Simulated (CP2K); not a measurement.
# Sn in CP2K: the effect of functional

The system is Sn.

```
Sn
1.0
     4.45495    0.00000    0.00000
    -3.30667    2.98538    0.00000
    -0.57414   -1.49269    4.15799
Sn
2
Direct
  0.00000 0.00000 0.00000
  0.75000 0.25000 0.50000
```

Alike in all runs:

* Program: CP2K 2026.2
* Task: atomic charges
* Potentials or basis: POTENTIAL_UZH Sn GTH-PBE-q4; TZVP-MOLOPT-PBE-GTH basis
* Density cutoff: 9184 eV
* k mesh: 9 × 9 × 9
* Occupations: fermi-dirac, width 0.05 eV
* Spin: no spin polarisation

Q: One run gave: pressure 4.3 GPa. Which functional did it use?
A. vdW-DF-cx
B. SCAN
C. LDA
D. optB88-vdW
E. AM05

A: D.

| functional | pressure (GPa) |
| --- | --- |
| LDA | 2.1 |
| PBEsol | 1.8 |
| vdW-DF-cx | 2.8 |
| optB88-vdW | 4.3 |
| AM05 | 1.2 |
| SCAN | 2.8 |

Caveats: the potentials were made for another functional, which shifts forces and pressure; the basis of atomic orbitals isn't converged, which shifts pressures, moduli and gaps.

Runs at the PBE level aren't shown here.
